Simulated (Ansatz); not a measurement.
Runs of Ansatz 0.2.0 on InSe. It takes space group P-6m2 (No. 187, hexagonal). Conventional cell: a = 4.047 Å, b = 4.047 Å, c = 18.052 Å, α = 90.00°, β = 90.00°, γ = 120.00°. Around In (site symmetry 3m) lie 3 Se at 2.65 Å and 1 In at 2.79 Å. Around In (site symmetry 3m) lie 3 Se at 2.65 Å and 1 In at 2.79 Å. Around Se (site symmetry 3m) lie 3 In at 2.65 Å. Se (site symmetry 3m) is surrounded by 3 In at 2.65 Å. Measurements of this composition are mostly on another form, of space group No. 160.

```tsv
task	level	cell	points for each segment of the path	gap on the mesh (eV)	pressure (GPa)	largest force (eV/Å)
band structure	LDA	as given	10	(a)	-2.3	0.15
band structure	PBEsol	as given	10	0.64	-0.8	0.06
single point	PBEsol	as given	-	0.64	-0.8	0.06
single point	PBEsol	atoms moved at random, drawn with an rms of 0.05 Å	-	0.66	-1.0	0.37
relaxation of cell and atoms	PBEsol	relaxed	-	0.37	0.0	-
```

Alike in all rows: potentials or basis Ansatz PAW; no spin polarisation; k mesh 8 × 8 × 2; cutoff (eV) 420; smearing fermi-dirac 0.05 eV.

Problem. Estimate the missing entries.

Solution. (a) 0.50.

Caveats: spin-orbit coupling is left out, which moves the levels of the heavy elements; the PAW data sets come from PBE, with cores solved anew for the run's functional, which leaves a small shift of forces and pressure; this functional lacks dispersion, which binds the layers, so the pressure and a relaxed spacing across them are unreliable (some runs); the plane-wave basis is chosen anew once the cell has moved, so the energies of steps on either side of that aren't comparable (some runs).

A k mesh can miss the band edges, and the runs leave out spin-orbit coupling on In, Se.
